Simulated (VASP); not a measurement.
Set up this calculation in VASP 6.6.1, as the native input.

- Task: single point
- Functional: PBE
- Potentials or basis: VASP PAW PBE potentials, release 64 (B, N)
- Cutoff: 520 eV
- k mesh: 8 × 8 × 8
- Occupations: gaussian, width 0.01 eV
- Spin: no spin polarisation
- Dipole correction: no
- Further INCAR settings: ALGO = Normal; EDIFF = 1e-06; NBANDS = 11

The structure of BN lies in POSCAR:

```
BN
1.0
    0.0000000000      1.7458259346      1.7458259346
    1.7458259346      0.0000000000      1.7458259346
    1.7458259346      1.7458259346      0.0000000000
B N
1 1
Direct
    0.0000000000      0.0000000000      0.0000000000
    0.5000000000      0.5000000000      0.5000000000
```

The cell was built by a generator and needn't be a form met in nature.

The input as run:

INCAR

```
PREC     = Accurate       # precision mode
ENCUT    = 520            # plane-wave cutoff, eV
EDIFF    = 1E-6           # SCF threshold, eV
ISMEAR   = 0              # smearing method
SIGMA    = 0.01           # smearing width, eV
LREAL    = False          # projectors in reciprocal space
LASPH    = True           # aspherical terms in the spheres
NELM     = 60             # most SCF steps
ALGO     = Normal         # electronic algorithm
ISIF     = 2              # what is computed and relaxed
LWAVE    = False          # write WAVECAR
LCHARG   = False          # write CHGCAR
GGA      = PE             # functional
NBANDS   = 11             # bands
```

KPOINTS

```
regular mesh
0
Gamma
  8 8 8
```

Potentials or basis: VASP PAW PBE potentials, release 64 (B, N).

Run with:

```bash
$ cat potpaw_PBE.64/B/POTCAR potpaw_PBE.64/N/POTCAR > POTCAR
$ mpirun -np 1 vasp_std > vasp.out
```

It gave:

```json
{"Pressure": "3.8 GPa", "Band gap on the k mesh": "1.33 eV, indirect (least direct gap 5.85 eV)"}
```

It took 3.2 s on 1 thread of AMD EPYC 7R13 Processor (Zen 3), with other jobs on the host, peak memory 0.08 GiB.
